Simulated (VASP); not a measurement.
# Ge: relaxation of cell and atoms with PBEsol

Ge:

```xyz
2
Lattice="0.0000 2.8563 2.8563 2.8563 0.0000 2.8563 2.8563 2.8563 0.0000" Properties=species:S:1:pos:R:3 pbc="T T T"
Ge    4.2844    4.2844    4.2844
Ge    2.8563    2.8563    2.8563
```

The cell was built by a generator and needn't be a form met in nature.

* Program: VASP 6.6.1
* Task: relaxation of cell and atoms
* Functional: PBEsol
* Potentials or basis: VASP PAW PBE potentials, release 64 (Ge_d)
* Cutoff: 600 eV
* k mesh: 10 × 10 × 10
* Occupations: gaussian, width 0.03 eV
* Spin: no spin polarisation
* Further INCAR settings: ALGO = Normal; EDIFF = 1e-06; IBRION = 2; EDIFFG = -0.01; NSW = 90; ISIF = 3

| Property | Result |
| --- | --- |
| Relaxed volume | 22.84 Å³/atom |
| Relaxed cell | a = 4.013 Å, b = 4.013 Å, c = 4.013 Å, α = 60.00°, β = 60.00°, γ = 60.00° |
| Space group after relaxing (to 0.05 Å) | Fd-3m (No. 227) |
| Energy gained by relaxing | 1.9 meV/atom |
| Ionic steps | 6 |
| Pressure after relaxing | -0.1 GPa |
| Band gap on the k mesh | none (metal or under the smearing width) |

The path:
| step | energy change (eV) | largest force (eV/Å) | pressure (GPa) | volume (Å³) |
| --- | --- | --- | --- | --- |
| 1 | 0.0000 | 0.0000 | -1.32 | 46.61 |
| 2 | -0.0033 | 0.0000 | 0.25 | 45.32 |
| 3 | -0.0039 | 0.0000 | 0.12 | 45.63 |
| 4 | -0.0039 | 0.0000 | -0.18 | 45.71 |
| 5 | -0.0039 | 0.0000 | 0.08 | 45.67 |
| 6 | -0.0039 | 0.0000 | -0.05 | 45.69 |

Final structure:
```yaml
crystal:
  lattice:
    - [0.00000, 2.83745, 2.83745]
    - [2.83745, 0.00000, 2.83745]
    - [2.83745, 2.83745, 0.00000]
  atoms:
    - { symbol: Ge, position: [0.75000, 0.75000, 0.75000] }
    - { symbol: Ge, position: [0.50000, 0.50000, 0.50000] }
```

Levels at points of the mesh, in eV from the Fermi level:
```
           k point  band 10  band 11  band 12  band 13  band 14  band 15  band 16  band 17  band 18
(0.00, 0.00, 0.00)   -24.50   -12.74    -0.10    -0.01    -0.01    -0.01     2.52     2.52     2.52
(0.50, 0.00, 0.00)   -24.48   -10.66    -7.59    -1.40    -1.40     0.09     3.70     3.70     6.95
(0.50, 0.50, 0.00)   -24.46    -8.88    -8.88    -3.07    -3.07     0.67     0.67     9.41     9.41
```

It took 80 s on 2 MPI ranks on Intel(R) Xeon(R) Platinum 8488C (Sapphire Rapids), with other jobs on the host, peak memory 0.19 GiB a rank.

Caveat: the PAW data sets were made with another functional, which shifts forces and pressure a little; this crystal is a semiconductor, whose small gap the functional closes, so the metal is an error of the method.
